**Q:** I have one iridium crystal and six density functionals. The atoms and their arrangement are the same each time, so why do the calculations disagree about how much room an atom takes?

ABINIT 10.8.3 plane-wave DFT with D3(BJ) dispersion for fcc iridium (one-atom cell): JTH PAW PBE v2.0 datasets, 462.594 eV cutoff, 12 × 12 × 12 k mesh, Fermi–Dirac smearing of 0.05 eV, no spin polarisation or spin–orbit coupling. Values are from equation-of-state fits to energies at seven volumes, 13.22 to 14.90 Å³/atom; the slope is the pressure derivative of the bulk modulus.

```csv
functional,equilibrium volume (Å³/atom),bulk modulus (GPa),bulk modulus slope
PBE,14.143,378.1,5.050
PBEsol,13.774,417.6,5.210
revPBE,13.964,390.7,5.070
BLYP,14.376,352.1,5.050
BP86,13.803,405.6,5.050
PW91,14.314,364.7,5.120
```

**A:** Each functional is an approximation to the energy of the same electrons, and its error depends on how closely the atoms are packed. An error that was equal at every volume would drop out, because the crystal settles where its energy stops changing with volume. What shifts the resting point is the part of the error that has a slope. A slope of energy against volume is a pressure. You can therefore picture every other functional as the PBE crystal with an extra pressure applied, either squeezing it or stretching it.

**Q:** How much pressure are we talking about?

**A:** A few gigapascals up to about ten. Comparing the energy curves of revPBE and PBE gives an inward pull of roughly 5 GPa. Divide that by PBE's bulk modulus of 378 GPa, which measures the resistance to uniform compression, and you get a shrinkage of about 1.3%, as the two equilibrium volumes show. Iridium is so stiff that even these pressures move it little.

**Q:** That pull puzzles me. I had learned that revPBE gives larger crystals than PBE, and here it gives a smaller one.

**A:** What you learned holds for the functional alone. revPBE and PBE have the same correlation part, and their exchange parts differ in one parameter, which lets revPBE gain more energy where the electron density varies steeply. As a metal expands, the density between the atoms thins out and becomes more uneven. revPBE rewards this more than PBE does, so its exchange pushes the atoms apart.

These calculations also contain the D3(BJ) dispersion correction, an added attraction between pairs of atoms. Its parameters are set separately for each functional, and a functional that binds too weakly generally receives a stronger correction. Since exchange pushes outward and the total still pulls inward, the stronger attraction that comes with revPBE is the natural explanation. It has more than undone the difference in exchange.

**Q:** Is that measured in the calculation, or deduced?

**A:** Deduced. There is no run without the correction, so its share can't be read off. It could be found cheaply, though: once a functional's D3 parameters are given, the D3 energy depends only on which atoms there are and where they sit, so it can be worked out separately at each volume and subtracted. The description of the atomic cores was also made for PBE and then used with every functional. That mismatch is usually a small matter, but its size here is unknown. ABINIT also warns that the spheres in which these core descriptions apply overlap between neighbouring atoms, and the effect of that was not tested either. The reversed order of revPBE and PBE is a result, while its assignment to D3 is an argument by elimination.

**Q:** Can the same reasoning place the other four?

**A:** It places two of them fairly well. PBEsol has weaker gradient terms than PBE, so it gains less from an uneven density and by itself prefers a compact crystal. With its D3 correction added, it has the smallest volume in the table. BLYP lies at the other end. Its correlation part does not reproduce the uniform electron gas, the simplest model of electrons in a metal, and it is known to bind metals too weakly. Even with its dispersion correction, BLYP leaves the atoms furthest apart.

BP86 makes a useful partner for BLYP because the two share the same exchange part. Changing the correlation, together with the D3 parameters that belong to it, takes the volume from 14.38 to 13.80 Å³ per atom. That is almost the whole range of the table. The direction fits BLYP's weak binding of metals. Both functionals are expected to carry strong D3 corrections of similar size, so most of the step probably comes from the correlation itself, though these runs don't separate the two.

**Q:** And PW91?

**A:** Without dispersion, PW91 and PBE give nearly equal metal volumes, and BP86 is not far from them. Here PW91 comes out 1.2% larger than PBE and BP86 2.4% smaller, so different D3 corrections are the likely cause, though untested. PW91 and PBEsol also took their correction from a separate program, and it isn't shown that all its settings matched. For that reason I would give no cause for the 0.2% gap between PBEsol and BP86.

**Q:** The stiffness seems to follow the volume. Is that a second disagreement between the functionals?

**A:** Mostly it is the same one seen again. The bulk modulus falls in exactly the order in which the volume rises, through all six rows. Atoms that sit closer together repel each other more steeply, so a compact crystal is harder to compress further. A spread of 4% in volume thereby becomes one of 19% in bulk modulus.

**Q:** Then could I take the PBE crystal, squeeze it to revPBE's volume and read off revPBE's stiffness?

**A:** Try it. The bulk modulus slope, B′, says how fast the bulk modulus B rises with pressure. If B′ stays constant, B varies with the volume V as V to the power −B′. Starting from PBE, with B′ = 5.05, this gives

B = 378 GPa × (14.143 / 13.964)^5.05 ≈ 403 GPa.

The revPBE calculation gives 391 GPa. No number was adjusted to the revPBE row.

**Q:** Only 3% off. That sounds good enough.

**A:** It is good for the stiffness itself and poor for the change in stiffness. The estimate has B rising by 25 GPa from PBE to revPBE, and the calculation has it rising by 13. The direction is right, but the effect is about twice too large. Something in revPBE takes back part of the stiffness that the smaller volume should bring.

**Q:** How can a pull make a crystal smaller, yet less stiff than its size suggests?

**A:** Think of a weight on a spring that gets stiffer as it is compressed. Press on it with a constant force, and the spring shortens and stiffens; that is the estimate we just made. Now replace the constant force by a magnet underneath, whose pull grows as the weight comes nearer. The spring still shortens, but every further push is helped by the magnet, so part of the added stiffness is lost.

**Q:** Does the extra pressure in iridium behave like the magnet?

**A:** Yes. For revPBE the pull relative to PBE is 5.29 GPa on average in the compressed half of the volume scan and 4.56 GPa in the expanded half. The centres of the halves lie 0.84 Å³ per atom apart. A bulk modulus is volume times the change of pressure with volume, so the fading pull removes about 14 × (5.29 − 4.56) / 0.84 ≈ 12 GPa.

That is the amount by which the estimate was too high. Both figures come from the same energies, so their agreement is no independent test, but it does locate the error: the extra pressure is not constant. D3(BJ) is damped between close neighbours, so its energy is a sum over many surrounding atoms and is expected to scale roughly with how densely they are packed. Its pull should then fall about as one over the volume squared. The centres of the two halves differ by 6% in volume, which would mean about 12% less pull, close to the 14% found for revPBE. The difference in exchange also changes with volume, however, so the fading alone does not prove that D3 is responsible.

**Q:** What happens when the extra pressure pushes outward, as for BLYP?

**A:** Then the sign turns round. An outward push that grows on compression resists the squeezing, so the crystal is stiffer than its larger volume alone would suggest. The estimate is accordingly too low for BLYP and PW91, and too high for the three crystals smaller than PBE's. BLYP's push changes least, by about 4% between the two halves of the scan. This is probably because a strong outward push from the functional and a strong inward pull from its D3 correction both fade on expansion, so their changes largely cancel. There the simple estimate works best: it predicts a drop of 30 GPa from PBE where the calculation gives 26. The printed output after this conversation lists the same comparison for every functional.

**Q:** PBEsol and PW91 also have the highest bulk modulus slopes. Does that belong to the story?

**A:** I wouldn't build on it. The slope depends on how the curvature itself changes, so small irregularities in the energies affect it strongly. Those two energy curves are less smooth than the other four, and the differences in slope are no larger than this roughness is expected to produce. The same roughness makes their bulk moduli less certain than those of the other rows.

**Q:** I need a volume and a stiffness for a process model. Which row should I use?

**A:** The table can't tell you which row is closest to real iridium. It holds no measured values to compare with, its values are for atoms at rest, without vibration or thermal expansion, and spin–orbit coupling, which can matter in so heavy an element, is left out. D3 also leaves out how a metal's mobile electrons screen the attraction between atoms, so it may pull too strongly here. What you can do is take both values from the same row, because a volume from one functional and a stiffness from another describe no single crystal. And when you compare two rows, remember that the name in the first column stands for a functional together with its own dispersion correction. For revPBE, that second part appears to decide on which side of PBE the crystal falls.

Printed output of the fit:

```
spread of volume, largest over smallest (%): 4.371
spread of nearest-neighbour distance, largest over smallest (%): 1.436
spread of bulk modulus, largest over smallest (%): 18.6
rank correlation of volume and bulk modulus: -1
Differences from PBE:
     row  volume (%)  bulk modulus (%)  neighbour distance (angstrom)
     PBE           0                 0                          2.714
  PBEsol      -2.609             10.45                          2.691
  revPBE      -1.266             3.332                          2.703
    BLYP       1.647            -6.876                          2.729
    BP86      -2.404             7.273                          2.693
    PW91       1.209            -3.544                          2.725
Extra pressure relative to PBE (negative pulls inward):
     row  compressed half of scan (GPa)  expanded half of scan (GPa)  weakening on expansion (%; PBE set to 0)
     PBE                              0                            0                                         0
  PBEsol                         -10.78                       -9.928                                     7.878
  revPBE                         -5.292                        -4.56                                     13.82
    BLYP                          6.131                        5.896                                     3.841
    BP86                         -10.06                        -8.84                                     12.14
    PW91                          4.891                        4.325                                     11.57
Bulk modulus if the extra pressure were constant:
     row  estimate (GPa)  estimate less computed (GPa)  miss (%)
     PBE           378.1                             0         0
  PBEsol           432.1                          14.5     3.473
  revPBE           403.2                         12.52     3.204
    BLYP           348.2                        -3.948    -1.121
    BP86           427.5                         21.94     5.409
    PW91           355.8                        -8.865    -2.431
```
